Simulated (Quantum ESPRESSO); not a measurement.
**MgS (Niningerite): single point with PBEsol**

The system is MgS (Niningerite).

```
S Mg
1.0
     0.00000    2.60165    2.60165
     2.60165    0.00000    2.60165
     2.60165    2.60165    0.00000
S Mg
1 1
Direct
  0.50000 0.50000 0.50000
  0.00000 0.00000 0.00000
```

```
Program             : Quantum ESPRESSO 7.5
Task                : single point
Functional          : PBEsol
Potentials or basis : GBRV 1.5 PBEsol
Cutoff              : 612 eV
Density cutoff      : 4898 eV
k mesh              : 9 × 9 × 9
Occupations         : fermi-dirac, width 0.05 eV
Spin                : no spin polarisation
Mixing beta         : 0.5
Most SCF iterations : 120
SCF threshold       : 4e-10 Ry
```

* Pressure: -1.1 GPa
* Band gap on the k mesh: 2.84 eV, indirect (least direct gap 3.59 eV)

Levels at points of the mesh, in eV from the valence-band top:
```
           k point  band 4  band 5  band 6  band 7  band 8  band 9  band 10  band 11  band 12  band 13
(0.00, 0.00, 0.00)  -41.32  -12.68    0.00    0.00    0.00    3.59     7.81     7.81     7.81    10.21
```

It took 8.1 s on 2 MPI ranks on Arm Neoverse V2, on a shared host, peak memory 0.2 GiB a rank.

Caveat: an odd mesh through Γ misses points on the zone boundary, where band edges often lie. PBEsol gaps usually lie below the measured ones, often by a third to a half.
